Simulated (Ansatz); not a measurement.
## LiCl (NiAs type): zone-centre phonons and dielectric response

Perturbation theory with PBEsol in the PAW code Ansatz on the PBEsol cell, ground state and force constants on a 9×9×4 mesh. These are computed values for a spin-unpolarised cell that may be hypothetical; none is a measurement.

The symmetry is P6_3/mmc (No. 194, hexagonal); conventional cell a = 3.540 Å, c = 5.975 Å, 16.21 Å³ an atom. Around Li lie 6 Cl at 2.53 Å; around Cl lie 6 Li at 2.53 Å.

```
CELL_PARAMETERS angstrom
3.53970 0.00000 0.00000
-1.76985 3.06547 0.00000
0.00000 0.00000 5.97544
ATOMIC_POSITIONS crystal
Li 0.00000 0.00000 0.00000
Li 0.00000 0.00000 0.50000
Cl 0.33333 0.66667 0.25000
Cl 0.66667 0.33333 0.75000
```

Optical modes without the longitudinal term:

| ω (cm⁻¹) | degeneracy | IR intensity, summed over the level ((D/Å)²/amu) |
| --- | --- | --- |
| 121 | 2 | 0.00 |
| 180 | 2 | 0.00 |
| 201 | 1 | 0.00 |
| 213 | 1 | 11.17 |
| 221 | 2 | 21.42 |
| 452 | 1 | 0.00 |

The zone-centre optical frequencies run from 121 to 452 cm⁻¹, none imaginary (the rest of the zone wasn't tested). The long-range field leaves the highest mode where it is. Of the real levels 2 are infrared active, the strongest at 221 cm⁻¹.

The clamped-ion dielectric constant comes out as 3.08 along x and y, 3.07 along z. With the ions relaxed, ε⁰ is 10.3 along x and y, 11.2 along z. Born charges, averaged over directions: Li +1.17, Cl -1.17 e.

For comparison, on the r2SCAN cell the mean ε∞ is 2.84 with r2SCAN (ground state on 6×6×4; least gap 7.25 eV), 2.98 with PBE (ground state on 6×6×4; least gap 6.35 eV).
